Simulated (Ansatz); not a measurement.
Runs of Ansatz 0.2.0 on MnAs. The structure is hexagonal, space group P6_3/mmc (No. 194). Conventional cell: a = 3.710 Å, b = 3.710 Å, c = 5.691 Å, α = 90.00°, β = 90.00°, γ = 120.00°. As (site symmetry -6m2) is surrounded by 6 Mn at 2.57 Å. Around Mn (site symmetry -3m) lie 6 As at 2.57 Å and 2 Mn at 2.85 Å. 

```csv
cell,target pressure (GPa),gap on the mesh (eV),pressure (GPa),moment (μB)
relaxed to 2 GPa,2,none,2.0,(a)
relaxed to 5 GPa,5,none,5.0,4.38
relaxed to 10 GPa,10,none,10.0,4.01
relaxed,0,none,0.0,4.84
```

Alike in all rows: task relaxation of cell and atoms; level PBEsol; potentials or basis Ansatz PAW; spin collinear, ferromagnetic start; k mesh 8 × 8 × 5; cutoff (eV) 420; smearing fermi-dirac 0.05 eV.

Problem. Estimate the missing entries.

Solution. (a) 4.62.

Caveats: the plane-wave basis is chosen anew once the cell has moved, so the energies of steps on either side of that aren't comparable; only a ferromagnetic start was run, and an antiferromagnetic order may lie lower in energy; the PAW data sets come from PBE, with cores solved anew for the run's functional, which leaves a small shift of forces and pressure.

A k mesh can miss the band edges, and the runs leave out spin-orbit coupling on As.

A gap of «none» marks a metal or a gap under the smearing width.
